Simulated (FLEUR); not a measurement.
Co: equation of state with LDA

The system is Co.

```
CELL_PARAMETERS angstrom
2.47200 0.00000 0.00000
-1.23600 2.14081 0.00000
0.00000 0.00000 4.02114
ATOMIC_POSITIONS crystal
Co 0.66667 0.33333 0.75000
Co 0.33333 0.66667 0.25000
```

```json
{
  "Program": "FLEUR MaX-R8.1 (later development tree)",
  "Task": "equation of state",
  "Functional": "LDA",
  "Potentials or basis": "all-electron",
  "Basis": "FLAPW",
  "Kmax": "4.69 1/bohr",
  "k mesh": "12 × 12 × 7",
  "Occupations": "fermi-dirac, width 0.05 eV",
  "Spin": "collinear spin, program default start",
  "Gmax": "14.5 1/bohr",
  "Muffin-tin radii": "Co 2.09 bohr",
  "lmax": "Co 9",
  "lnonsphr": "Co 9",
  "Local orbitals a species": "Co 5"
}
```

| Quantity | Value |
| --- | --- |
| Equilibrium volume | 9.98 Å³/atom (rough: see the caveat) |
| Bulk modulus at fixed shape and positions | 276 GPa (rough) |

Energy against volume, from the lowest point:
```csv
volume (Å³/atom),energy (meV/atom)
10.002,0.00
10.215,4.54
10.640,33.10
11.066,82.04
11.279,112.70
```

Caveat: the minimum lies outside the volumes run; the cell was scaled at fixed shape and fractional positions, which overstates the stiffness of a crystal with free parameters, most of all of layers and chains.
